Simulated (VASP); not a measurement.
Runs of VASP 6.6.1 on SnO2. The structure is cubic, space group Fm-3m (No. 225). Conventional cell: a = 5.148 Å, b = 5.148 Å, c = 5.148 Å, α = 90.00°, β = 90.00°, γ = 90.00°. Sn (site symmetry m-3m) has 8 O at 2.23 Å as nearest neighbours. Around O (site symmetry -43m) lie 4 Sn at 2.23 Å. Measurements of this composition are mostly on another form, of space group No. 136.

```tsv
task	level	cell	k mesh	cutoff (eV)	gap on the mesh (eV)	pressure (GPa)	relaxed volume (Å³/atom)
relaxation of cell and atoms	r2SCAN+rVV10	relaxed	9 × 9 × 9	600	0.93	-0.1	10.83
relaxation of cell and atoms	r2SCAN	relaxed	9 × 9 × 9	600	(a)	-0.1	(b)
relaxation of the atoms	r2SCAN	atoms relaxed from: atoms moved at random, drawn with an rms of 0.1 Å	7 × 7 × 7	520	0.46	-8.6	-
relaxation of cell and atoms	MS2	relaxed	9 × 9 × 9	600	0.62	0.0	10.81
```

Alike in all rows: potentials or basis VASP PAW PBE potentials, release 64 (Sn_d, O); no spin polarisation; smearing gaussian 0.05 eV.

Q: Fill in the values left out.

A: (a) 0.89; (b) 10.90.

Caveats: the PAW data sets were made with another functional, which shifts forces and pressure a little; spin-orbit coupling is left out, which moves the levels of the heavy elements; an odd mesh through Γ misses points on the zone boundary, where band edges often lie.

A k mesh can miss the band edges, and the runs leave out spin-orbit coupling on Sn.
